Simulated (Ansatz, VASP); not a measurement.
Given: the input of a run of Ansatz 0.2.0 on BaTiO3. 

Contents of input.yaml:

```yaml
crystal:
  lattice:
    - [3.9998, 0.0, 0.0]
    - [0.0, 3.9998, 0.0]
    - [0.0, 0.0, 4.018]
  atoms:
    - { symbol: Ba, position: [0.0, 0.0, 0.0] }
    - { symbol: Ti, position: [0.5, 0.5, 0.49] }
    - { symbol: O, position: [0.0, 0.5, 0.517] }
    - { symbol: O, position: [0.5, 0.0, 0.517] }
    - { symbol: O, position: [0.5, 0.5, 0.019] }
hamiltonian:
  xc: rpbe
  pseudopotentials: { kind: paw }
kpoints:
  mp_grid: { grid: [7, 7, 7] }
scf:
  occupations: { method: fermi_dirac, width: 0.05 }
output:
  forces: true
  stress: true
relax:
  f_tol: 0.01
  max_steps: 40
  cell: { stress_tol: 0.05 }
```

Potentials or basis: Ansatz PAW.

Launch:

```bash
$ ansatz run input.yaml --threads 2 --pin off --max-ram 5632MiB --backend cpu --events-out ev --progress --plain --runs-dir out
```

Q: Translate it to VASP 6.6.1. Potentials or basis there: PBE PAW files Ba_sv, O, Ti_sv, 600 eV.

A: As run (cutoffs and basis follow the program's own potentials, and thresholds, step limits or extra output files can differ):

File INCAR:

```
SYSTEM = BaTiO3
  PREC = Accurate
  ENCUT = 600
  EDIFF = 1E-7
  ISMEAR = -1
  SIGMA = 0.05
  LREAL = .FALSE.
  LASPH = .TRUE.
  NELM = 60
  ALGO = Normal
  ISIF = 3
  LWAVE = .FALSE.
  LCHARG = .FALSE.
  GGA = RP
  IBRION = 2
  NSW = 60
  EDIFFG = -0.02
```

File KPOINTS:

```
regular mesh
0
G
  7 7 7
  0 0 0
```

The input POSCAR:

```
BaTiO3
1.0
    3.9998000000      0.0000000000      0.0000000000
    0.0000000000      3.9998000000      0.0000000000
    0.0000000000      0.0000000000      4.0180000000
Ba Ti O
1 1 3
Direct
    0.0000000000      0.0000000000      0.0000000000
    0.5000000000      0.5000000000      0.4900000000
    0.0000000000      0.5000000000      0.5170000000
    0.5000000000      0.0000000000      0.5170000000
    0.5000000000      0.5000000000      0.0190000000
```

Potentials or basis: VASP PAW PBE potentials, release 64 (Ba_sv, Ti_sv, O).

Command:

```sh
$ cat potpaw_PBE.64/Ba_sv/POTCAR potpaw_PBE.64/Ti_sv/POTCAR potpaw_PBE.64/O/POTCAR > POTCAR
$ mpirun -np 1 vasp_std > vasp.out
```

Both were run:

|  | Ansatz | VASP |
| --- | --- | --- |
| Relaxed volume | 14.12 Å³/atom | 14.23 Å³/atom |
| Relaxed cell | a = 3.987 Å, b = 3.987 Å, c = 4.440 Å, α = 90.00°, β = 90.00°, γ = 90.00° | a = 4.001 Å, b = 4.001 Å, c = 4.445 Å, α = 90.00°, β = 90.00°, γ = 90.00° |
| Space group after relaxing | P4mm (No. 99) | P4mm (No. 99) |
| Pressure after relaxing | 0.0 GPa | -0.1 GPa |

Ansatz's pressure holds a Pulay term of +0.44 GPa for its cutoff of 420 eV, which the other run lacks.

Ansatz's potentials were made for PBE. VASP's potentials were made for PBE.

Where Ansatz's input types no cutoff or centring, it takes its own default and a Γ-centred mesh.

Pressure is positive in compression.
